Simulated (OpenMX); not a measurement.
Here is an OpenMX 3.8.5 calculation.

run.py

```python
from ase.io import read
from ase.calculators.openmx import OpenMX
from ase.calculators.mixing import SumCalculator
from dftd3.ase import DFTD3

atoms = read('GaSb.xyz')

def calculator():
    omx = OpenMX(
        label='GaSb',
        command='openmx',
        nohup=True,
        xc='GGA-PBE',
        kpts=(7, 7, 7),
        system_currentdirectory='./',
        data_path='./DFT_DATA13',
        level_of_fileout=1,
        definition_of_atomic_species=[['Sb', 'Sb7.0-s3p2d2', 'Sb_PBE13'], ['Ga', 'Ga7.0-s3p2d2', 'Ga_PBE13']],
        atoms_speciesandcoordinates_unit='Ang',
        atoms_speciesandcoordinates=[['1', 'Sb', '0', '0', '0', 7.5, 7.5], ['2', 'Ga', '0', '0', '0', 6.5, 6.5]],
        scf_spinpolarization='off',
        scf_electronictemperature=580.226,
        scf_energycutoff=500.0,
        scf_maxiter=100,
        scf_eigenvaluesolver='band',
        scf_mixing_type='rmm-diisk',
        scf_init_mixing_weight=0.05,
        scf_min_mixing_weight=0.001,
        scf_max_mixing_weight=0.3,
        scf_mixing_history=25,
        scf_mixing_startpulay=8,
        scf_criterion=1e-08,
    )
    return SumCalculator([omx, DFTD3(method='pbe', damping='d3bj')])

atoms.calc = calculator()
print('stress_eV_A3', atoms.get_stress().round(8).tolist())
print('forces_eV_A', atoms.get_forces().round(6).tolist())
print('energy_eV', round(atoms.get_potential_energy(), 6))
print('dispersion_eV', round(atoms.calc.mixer.calcs[1].get_potential_energy(atoms), 6))
```

File GaSb.xyz:

```xyz
2
Lattice="-1.5559010000 2.6750030000 2.8933130000 1.5559010000 -2.6750030000 2.8933130000 1.5559010000 2.6750030000 -2.8933130000" Properties=species:S:1:pos:R:3 pbc="T T T"
Sb     0.0000000000      0.0000000000      2.8933130000
Ga     0.0000000000      0.0000000000      0.0000000000
```

Potentials or basis: OpenMX 2013 PBE set, Sb7.0-s3p2d2, Ga7.0-s3p2d2, grid cutoff 500 Ry.

The run is started by

```console
$ python run.py > run.log
```

Task: Estimate the Mulliken charges.

Result: Sb +0.54; Ga -0.54 e.

Task: What does it give for the pressure?

Result: -0.7 GPa.

Caveat: the basis of atomic orbitals isn't converged, which shifts pressures, moduli and gaps; pairwise dispersion overbinds metals, which lowers pressure and volume. The run has no spin-orbit coupling, so splittings on Sb are missing.
